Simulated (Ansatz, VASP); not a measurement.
Mg in VASP and in Ansatz

```xyz
2
Lattice="2.8695 0.0000 0.0000 -1.4348 2.4851 0.0000 0.0000 0.0000 4.6342" Properties=species:S:1:pos:R:3 pbc="T T T"
Mg    0.0000    1.6567    1.1585
Mg    1.4348    0.8284    3.4756
```

Alike in both runs: functional PBE; k mesh 18 × 18 × 10; occupations gaussian, width 0.05 eV; no spin polarisation.

Ansatz relaxed the structure, and its values are those at the end. VASP's run is a single point on that final structure, the one shown.

```csv
,VASP,Ansatz
version,VASP 6.6.1,Ansatz 0.2.0
potentials or method,"VASP PAW PBE potentials, release 64 (Mg)","scalar-relativistic, plane waves, PAW"
plane-wave cutoff (eV),520,420
valence electrons in the cell,4,20
```

```csv
,VASP,Ansatz,Ansatz less VASP
gap on the k mesh at the Fermi level (eV),none,none,-
pressure (GPa),22.6,22.6,-0.06
```

A gap of «none» marks a metal or a gap that the smearing closes. The two sets of potentials don't hold the same shells in valence.

Caveats: so large a pressure means that the cell lies far from this level's equilibrium, or that cutoff or potentials fall short (VASP).
